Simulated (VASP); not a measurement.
Write the native input for VASP 6.6.1 that does the following.

* Task: single point
* Functional: PBE
* Potentials or basis: VASP PAW PBE potentials, release 64 (Eu)
* Cutoff: 520 eV
* k mesh: 6 × 6 × 6
* Occupations: gaussian, width 0.05 eV
* Spin: collinear spin, typed start
* Starting moments: [7.89] μB
* Dipole correction: no
* Further INCAR settings: ALGO = Normal; EDIFF = 1e-06; NBANDS = 18

The structure of Eu lies in POSCAR:

```
Eu
1.0
   -2.2964117604      2.2964117604      2.2964117604
    2.2964117604     -2.2964117604      2.2964117604
    2.2964117604      2.2964117604     -2.2964117604
Eu
1
Direct
    0.0000000000      0.0000000000      0.0000000000
```

The input as run:

INCAR

```
SYSTEM = Eu
PREC = Accurate
ENCUT = 520
EDIFF = 1E-6
ISMEAR = 0
SIGMA = 0.05
LREAL = .FALSE.
LASPH = .TRUE.
NELM = 150
ALGO = Normal
ISIF = 2
LWAVE = .FALSE.
LCHARG = .TRUE.
ISPIN = 2
MAGMOM = 7.89
LORBIT = 11
LMAXMIX = 6
GGA = PE
LELF = .TRUE.
LVHAR = .TRUE.
NBANDS = 18
```

KPOINTS

```
Automatic mesh
0
G
  6 6 6
  0 0 0
```

Potentials or basis: VASP PAW PBE potentials, release 64 (Eu).

Launch:

```sh
$ cat potpaw_PBE.64/Eu/POTCAR > POTCAR
$ mpirun -np 1 vasp_std > vasp.out
```

It gave:

```yaml
Pressure: -1.8 GPa
Band_gap_on_the_k_mesh: none (metal or under the smearing width)
Net_moment: 7.52 μB per cell
Site_moments: Eu +6.74 μB
Valence_electrons_inside_the_program's_atomic_spheres: Eu 14.72
```

Caveat: spin-orbit coupling is left out, which moves the levels of the heavy elements.

Wall time 28 s on 1 thread of Intel(R) Xeon(R) 6975P-C (Granite Rapids), on a shared host, peak memory 0.2 GiB.
